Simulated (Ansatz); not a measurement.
A run of Ansatz 0.2.0 is set up as follows.

input.yaml

```yaml
crystal:
  lattice:
    - [-2.574489719, 2.574489719, 1.3974126432]
    - [2.574489719, -2.574489719, 1.3974126432]
    - [2.574489719, 2.574489719, -1.3974126432]
  atoms:
    - { symbol: Ge, position: [0.5, 0.5, 0.0] }
    - { symbol: Ge, position: [0.25, 0.75, 0.5] }
hamiltonian:
  xc: pbesol
  pseudopotentials: { kind: paw }
kpoints:
  mp_grid: { grid: [11, 11, 11] }
scf:
  occupations: { method: fermi_dirac, width: 0.05 }
output:
  forces: true
  stress: true
  eigenvalues: true
relax:
  f_tol: 0.01
  max_steps: 40
  cell: { stress_tol: 0.05, p_target: 2.0 }
```

Potentials or basis: Ansatz PAW.

Run with:

```bash
$ ansatz run input.yaml --threads 2 --pin off --max-ram 5632MiB --backend cpu --events-out ev --progress --plain --runs-dir out
```

(1) Estimate the relaxed volume.

(2) Predict the relaxed cell.

(3) What does it give for the space group after relaxing (to 0.05 Å)?

Results:

(1) 17.94 Å³/atom.

(2) a = 3.861 Å, b = 3.861 Å, c = 3.861 Å, α = 97.34°, β = 97.34°, γ = 138.11°.

(3) I4_1/amd (No. 141).

Caveat: the PAW data sets come from PBE, with cores solved anew for the run's functional, which leaves a small shift of forces and pressure.
